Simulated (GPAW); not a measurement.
Input of a GPAW 26.7.0 run:

The input run.py:

```python
from ase import Atoms
from ase.dft.bandgap import bandgap
from ase.io import write
from ase.units import GPa
from gpaw import GPAW, PW, setup_paths

setup_paths.insert(0, '.')

atoms = Atoms(['W', 'S', 'S'],
              cell=[[3.1835163552, 0.0, 0.0],
                    [-1.5917581776, 2.7570060369, 0.0],
                    [0.0, 0.0, 16.95057789]],
              scaled_positions=[[0.0, 0.0, 0.0],
                                [0.3333333333, 0.6666666667, 0.09200051],
                                [0.3333333333, 0.6666666667, 0.90799949]],
              pbc=True)

calc = GPAW(mode=PW(450),
            xc='PBEsol',
            kpts={'size': (8, 8, 2), 'gamma': True},
            occupations={'name': 'fermi-dirac', 'width': 0.05},
            nbands=25,
            maxiter=120,
            txt='gpaw.txt')
atoms.calc = calc
energy = atoms.get_potential_energy()
forces = atoms.get_forces()
stress = atoms.get_stress()
calc.write('gs.gpw')
write('result.traj', atoms)
print(f'Energy: {energy:.6f} eV')
print('Forces (eV/A):')
print(forces.round(4))
print('Stress (GPa):', (stress / GPa).round(3))
print('Fermi level:', round(calc.get_fermi_level(), 4), 'eV')
print(f'Gap: {bandgap(calc)[0]:.4f} eV, direct: {bandgap(calc, direct=True)[0]:.4f} eV')
```

Potentials or basis: PAW data sets generated in the run's folder for this functional, pw.

Launch:

```console
$ gpaw-setup -f PBEsol S W
$ OMP_NUM_THREADS=1 python run.py
```

Estimate the band gap on the k mesh.

2.05 eV, indirect (least direct gap 2.24 eV).

Estimate the largest force.

0.120 eV/Å.

Stress tensor (GPa, compression positive):
```
-1.49  0.00  0.00
 0.00 -1.49  0.00
 0.00  0.00 -0.48
```

Caveat: the cutoff is short for stress and forces, so pressures can be off by a GPa or more; spin-orbit coupling is left out, which moves the levels of the heavy elements.
